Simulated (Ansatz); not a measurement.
## AlP under strain

Method: DFT PBE, scalar-relativistic, plane waves, PAW in Ansatz. (420 eV cutoff, 8×8×6 k-mesh, Gaussian smearing of 0.02 eV, no spin polarisation)

Reference structure (relaxed):

```yaml
crystal:
  lattice:
    - [2.75367, 2.75367, 0.00000]
    - [-2.75367, 2.75367, 0.00000]
    - [0.00000, 0.00000, 5.50734]
  atoms:
    - { symbol: Al, position: [0.00000, 0.00000, 0.00000] }
    - { symbol: Al, position: [0.50000, 0.50000, 0.50000] }
    - { symbol: P, position: [0.50000, 0.00000, 0.25000] }
    - { symbol: P, position: [0.00000, 0.50000, 0.75000] }
```

Deformation: all cell vectors scaled alike, the atoms relaxed, all within the symmetry that the strain leaves. Energies are extrapolated to zero smearing. Gaps are Kohn–Sham gaps over the whole zone.

```
strain (%)  ΔE (meV/atom) a (Å) b (Å) c (Å) gap (eV)
      -3.0           48.3  3.777  3.777  5.342      1.44
      -2.0           20.8  3.816  3.816  5.397      1.51
      -1.0            5.1  3.855  3.855  5.452      1.57
      +0.0            0.0  3.894  3.894  5.507      1.63
      +1.0            4.6  3.933  3.933  5.562      1.69
      +2.0           18.1  3.972  3.972  5.617      1.74
      +3.0           39.5  4.011  4.011  5.673      1.78
```

Task: What stiffness (1/V) d²E/dε² at zero strain does a cubic fit over all points give?

Result: A cubic fit gives (1/V) d²E/dε² = 749 GPa at zero strain (nine times the bulk modulus at fixed shape).

Task: How fast does the gap move with strain on either side?

Result: 59 meV per percent on the compressed side and 55 meV per percent on the stretched side.